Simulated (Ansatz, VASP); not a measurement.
# Zr in VASP and in Ansatz

```xyz
2
Lattice="3.2320 0.0000 0.0000 -1.6160 2.7990 0.0000 0.0000 0.0000 5.1470" Properties=species:S:1:pos:R:3 pbc="T T T"
Zr    1.5928    0.9479    3.8560
Zr    0.0189    1.9105    1.2588
```

Change from the starting cell: atoms moved at random, drawn with an rms of 0.05 Å.

Alike in both runs: task single point; functional PBE; k mesh 9 × 9 × 5; occupations fermi-dirac, width 0.05 eV; no spin polarisation.

```csv
,VASP,Ansatz
version,VASP 6.6.1,Ansatz 0.2.0
potentials or method,"VASP PAW PBE potentials, release 64 (Zr_sv), cutoff 520 eV","all-electron LAPW, scalar-relativistic"
```

```csv
,VASP,Ansatz,Ansatz less VASP
gap on the k mesh at the Fermi level (eV),none,none,-
pressure (GPa),0.5,0.5,+0.01
largest component of the traceless stress (GPa),0.60,0.60,+0.001
rms of the force components (eV/Å),0.061,0.061,+0.0001
```

Atom by atom the forces differ by 0.000 eV/Å (rms over components). A gap of «none» marks a metal or a gap that the smearing closes. Ansatz ran all-electron here, so the differences hold the error of VASP's frozen core and of both bases.
